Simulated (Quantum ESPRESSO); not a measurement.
**LiCl in Quantum ESPRESSO: the effect of functional**

The system is LiCl.

```xyz
2
Lattice="0.0000 2.5648 2.5648 2.5648 0.0000 2.5648 2.5648 2.5648 0.0000" Properties=species:S:1:pos:R:3 pbc="T T T"
Cl    2.5648    2.5648    2.5648
Li    0.0000    0.0000    0.0000
```

Alike in all runs:

| Property | Result |
| --- | --- |
| Program | Quantum ESPRESSO 7.5 |
| Task | dielectric tensor |
| Cutoff | 1007 eV |
| Density cutoff | 4027 eV |
| k mesh | 6 × 6 × 6, shifted |
| Occupations | fermi-dirac, width 0.05 eV |
| Spin | no spin polarisation |

Q: One run gave: pressure -0.1 GPa; dielectric constant 2.98 mean. Which functional did it use?
A. WC
B. PBEsol
C. AM05
D. BLYP

A: C.

```csv
functional,potentials or basis,pressure (GPa),dielectric constant (mean)
PBEsol,PseudoDojo 0.4.1 SR PBEsol standard,-1.3,3.02
WC,PseudoDojo 0.4.1 SR PBE standard,-1.1,3.02
BLYP,PseudoDojo 0.4.1 SR PBE standard,2.0,2.92
AM05,PseudoDojo 0.4.1 SR PBE standard,-0.1,2.98
```

Caveats: the potentials were made for another functional, which shifts forces and pressure (some runs).

Not every run made on this cell is shown here.
